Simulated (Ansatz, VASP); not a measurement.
## Two plane-wave programs on BAs

Contents of INCAR:

```
SYSTEM = BAs
ALGO = Normal
EDIFF = 1E-6
ENCUT = 520
GGA = PE
ISIF = 2
ISMEAR = 0
LASPH = .TRUE.
LCHARG = .FALSE.
LREAL = .FALSE.
LWAVE = .FALSE.
NBANDS = 11
NELM = 60
PREC = Accurate
SIGMA = 0.02
```

Contents of KPOINTS:

```
k-points
0
G
  10 10 10
  0 0 0
```

The input POSCAR:

```
BAs
1.0
    0.0000000000      2.4044111833      2.4044111833
    2.4044111833      0.0000000000      2.4044111833
    2.4044111833      2.4044111833      0.0000000000
B As
1 1
Direct
    0.0000000000      0.0000000000      0.0000000000
    0.2500000000      0.2500000000      0.2500000000
```

Input for Ansatz:

```yaml
crystal:
  lattice:
    - [0.0, 2.4044111833, 2.4044111833]
    - [2.4044111833, 0.0, 2.4044111833]
    - [2.4044111833, 2.4044111833, 0.0]
  atoms:
    - { symbol: B, position: [0.0, 0.0, 0.0] }
    - { symbol: As, position: [0.25, 0.25, 0.25] }
basis:
  ecutwfc: 420
kpoints:
  mp_grid: { grid: [10, 10, 10] }
hamiltonian:
  xc: pbe
scf:
  occupations: { method: gaussian, width: 0.02 }
output:
  forces: false
  stress: false
  eigenvalues: true
  eigenstates:
    kpoints:
      - [0.0, 0.0, 0.0]
      - [0.0, 0.007653479, 0.007653479]
      - [0.0, -0.007653479, -0.007653479]
      - [0.007653479, 0.0, 0.007653479]
      - [-0.007653479, 0.0, -0.007653479]
      - [0.007653479, 0.007653479, 0.0]
      - [-0.007653479, -0.007653479, 0.0]
      - [0.005411827, 0.005411827, 0.010823653]
      - [-0.005411827, -0.005411827, -0.010823653]
      - [0.005411827, 0.010823653, 0.005411827]
      - [-0.005411827, -0.010823653, -0.005411827]
      - [0.010823653, 0.005411827, 0.005411827]
      - [-0.010823653, -0.005411827, -0.005411827]
      - [0.008837476, 0.008837476, 0.008837476]
      - [-0.008837476, -0.008837476, -0.008837476]
      - [0.0, 0.398438, 0.398437]
      - [0.0, 0.406091479, 0.406090479]
      - [0.0, 0.390784521, 0.390783521]
      - [0.007653479, 0.398438, 0.406090479]
      - [-0.007653479, 0.398438, 0.390783521]
      - [0.007653479, 0.406091479, 0.398437]
      - [-0.007653479, 0.390784521, 0.398437]
      - [0.005411827, 0.403849827, 0.409260653]
      - [-0.005411827, 0.393026173, 0.387613347]
      - [0.005411827, 0.409261653, 0.403848827]
      - [-0.005411827, 0.387614347, 0.393025173]
      - [0.010823653, 0.403849827, 0.403848827]
      - [-0.010823653, 0.393026173, 0.393025173]
      - [0.008837476, 0.407275476, 0.407274476]
      - [-0.008837476, 0.389600524, 0.389599524]
    e_range: [-2.70398, 2.70398]
checkpoint:
  read: start.run
  write: ck
  compress: false
  write_wavefunctions: false
  write_every: 100000
```

Alike in both runs: task single point; functional PBE; k mesh 10 × 10 × 10; occupations gaussian, width 0.02 eV; no spin polarisation.

|  | VASP | Ansatz |
| --- | --- | --- |
| version | VASP 6.6.1 | Ansatz 0.2.0 |
| potentials or method | VASP PAW PBE potentials, release 64 (B, As) | scalar-relativistic, plane waves, PAW |
| plane-wave cutoff (eV) | 520 | 420 |
| valence electrons in the cell | 8 | 18 |

```csv
,VASP,Ansatz,Ansatz less VASP
gap on the k mesh at the Fermi level (eV),1.20,1.20,+0.008
least direct gap on the mesh (eV),3.25,3.26,+0.005
```

The two sets of potentials don't hold the same shells in valence.

A k mesh can miss the band edges. PBE gaps usually lie below the measured ones, often by a third to a half.
